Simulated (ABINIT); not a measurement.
Input of an ABINIT 10.8.3 (patched build) run:

File run.abi:

```
ndtset 7
getwfk -1
scalecart1 3*0.9795861087
scalecart2 3*0.9864848297
scalecart3 3*0.9932883884
scalecart4 3*1.0000000000
scalecart5 3*1.0066227096
scalecart6 3*1.0131594038
scalecart7 3*1.0196128224

pp_dirpath "./"
pseudos "C.upf"

acell 3*1.0 Angstrom
rprim
     0.0000000000     1.7833700000     1.7833700000
     1.7833700000     0.0000000000     1.7833700000
     1.7833700000     1.7833700000     0.0000000000
ntypat 1
znucl 6
natom 2
typat 1 1
xred
     0.7500000000     0.7500000000     0.7500000000
     0.5000000000     0.5000000000     0.5000000000

ecut 41.0

kptopt 1
ngkpt 13 13 13
nshiftk 1
shiftk 0.0 0.0 0.0

ixc 15

nband 8
occopt 3
tsmear 0.00183747

nstep 100
tolvrs 1.0e-10

iomode 3
prtwf 1
prtden 0
prteig 0
prtebands 0
enunit 2
```

Potentials or basis: PseudoDojo NC SR PBE v0.4.1 standard.

Run with:

```bash
$ abinit run.abi > log 2>&1
```

Task: Predict the equilibrium volume.

Result: 5.73 Å³/atom.

Task: Predict the pressure derivative of the bulk modulus.

Result: 3.7.

Energy against volume, from the lowest point:
```
volume (Å³/atom)  energy (meV/atom)
           5.332              39.83
           5.445              19.25
           5.558               6.19
           5.672               0.00
           5.785               0.05
           5.899               5.78
           6.012              16.69
```

Caveat: pressures at fixed basis lie under the slope of the energies; the potentials were made for another functional, which shifts forces and pressure.

**Experimental background.**

“Equation of state of cubic boron nitride at high pressures and temperatures”, 2007, arxiv:cond-mat/0702656 quotes, for a bulk crystal of C: bulk modulus 444.8 ± 0.8 GPa.

Against the measured bulk modulus of C, 444.8 GPa (quoted in “Equation of state of cubic boron nitride at high pressures and temperatures”, 2007, arxiv:cond-mat/0702656), the calculated 425 GPa is off by -4.5 %. 3 values of this kind are on record (442 to 444.8 GPa); this one was drawn at random among those near their median, those with a stated uncertainty first. The fit is for a static lattice scaled at fixed shape and fixed fractional positions.
